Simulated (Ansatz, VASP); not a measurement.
TiTe2: VASP beside Ansatz

```
Ti Te
1.0
     3.77700    0.00000    0.00000
    -1.88850    3.27098    0.00000
     0.00000    0.00000    6.49800
Ti Te
1 2
Direct
  0.00000 0.00000 0.00000
  0.66667 0.33333 0.26280
  0.33333 0.66667 0.73720
```

Alike in both runs: task single point; functional r2SCAN; dispersion D3(BJ); k mesh 6 × 6 × 4; occupations gaussian, width 0.1 eV; no spin polarisation.

|  | VASP | Ansatz |
| --- | --- | --- |
| version | VASP 6.6.1 | Ansatz 0.2.0 |
| potentials or method | VASP PAW PBE potentials, release 64 (Ti_sv, Te) | scalar-relativistic, plane waves, PAW |
| plane-wave cutoff (eV) | 520 | 500 |
| valence electrons in the cell | 24 | 44 |

Ansatz gave:

| Property | Result |
| --- | --- |
| gap on the k mesh at the Fermi level (eV) | none |
| pressure (GPa) | -0.5 |
| largest component of the traceless stress (GPa) | 0.34 |
| rms of the force components (eV/Å) | 0.104 |

Estimate VASP's values.

gap on the k mesh at the Fermi level (eV): none; pressure (GPa): -0.4; largest component of the traceless stress (GPa): 0.35; rms of the force components (eV/Å): 0.095.

Atom by atom the forces differ by 0.009 eV/Å (rms over components). A gap of «none» marks a metal or a gap that the smearing closes. The two sets of potentials don't hold the same shells in valence. Ansatz warned: «dispersion_damping_borrowed».

Caveats: the PAW data sets were made with another functional, which shifts forces and pressure a little (VASP). The runs have no spin-orbit coupling, so splittings on Te are missing.
